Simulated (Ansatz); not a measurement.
**Reading a calculation: ZrO2**

**The experiment.** The Crystallography Open Database holds a cell as deposited of tetragonal ZrO2 (space group P4_2/nmc), temperature not stated (1995): a, c = 3.592, 5.179 Å, 11.13 Å³/atom.

Method: PBE, scalar-relativistic; no spin polarisation; PAW, 420 eV, Γ-centred 8×8×6 mesh, 0.05 eV Gaussian smearing; code Ansatz. The datasets are Ansatz's generated set soft_2.

The chain of runs began from a cell as deposited in COD, expanded in volume.

The relaxed structure (symmetry read at 0.01 Å). The structure is tetragonal, space group P4_2/nmc (No. 137). Conventional cell: a = 3.621 Å, b = 3.621 Å, c = 5.283 Å, α = 90.00°, β = 90.00°, γ = 90.00°. Zr (site symmetry -4m2) is surrounded by 4 O at 2.08 Å. O (site symmetry 2mm) is surrounded by 2 Zr at 2.08 Å. (Shells end 15 % past the nearest neighbour.)

Results at this level of theory:

```
Volume                                                : 11.54 Å³/atom
Band gap                                              : 4.04 eV
Smallest direct gap                                   : 4.13 eV
Bader charges                                         : Zr 2.61; O -1.30 e
Formation energy from the elements (0 K, uncorrected) : -3.38 eV/atom
Bulk modulus (Birch–Murnaghan)                        : 155 GPa
Pressure derivative B0′                               : 6.7
Shear modulus (Hill)                                  : 47 GPa
Young's modulus                                       : 128 GPa
Poisson's ratio                                       : 0.37
Elastically stable                                    : barely (least eigenvalue 8.8 GPa), so the shear moduli are uncertain
```

Formal charges Zr⁴⁺, O²⁻ balance and leave closed shells on every ion, so a band insulator is expected, and the gap is 4.04 eV.

**Question.** What kind of gap is it?

**Answer.** It is indirect: 4.04 eV, against 4.13 eV for the smallest direct gap. Within 0.6 eV of the edges the projected states are 94 % O 2p at the top of the valence band and 92 % Zr 4d at the bottom of the conduction band. Crossing the gap moves an electron from the anion's filled p shell to the metal's empty orbitals, as in ionic insulators.

**Question.** How ionic is it?

**Answer.** Bader charges against formal ones: Zr +2.61 (+4), O −1.30 (−2). The cations give up 65 % of the formal charge; Bader charges stay under formal ones because the anions' density reaches into the cations' basins.

**Question.** How stiff is it, in energy terms?

**Answer.** B0·V0 = 155.0 GPa × 11.54 Å³ = 11.17 eV/atom sets the scale: near the minimum ΔE ≈ ½ B0 V0 x², with x = V/V0 − 1, and a pressure of 1.6 GPa squeezes the volume by about 1 %. At the ends of the curve: x = −5.5 % predicts 16.9 meV/atom and the run gives 19.5; x = +10.0 % predicts 55.9 meV/atom and the run gives 43.7. The lopsidedness is anharmonic: atoms resist being pushed together more than being pulled apart.

**Against experiment.** PBE gives 3.621, 5.283 Å and 11.54 Å³/atom, +3.7 % in volume (+1.2 % in length) from the database's cell. The axes miss by +0.8 %, +2.0 %. PBE usually overestimates volumes by a few per cent.

Semilocal functionals underestimate band gaps, commonly by a third or more.
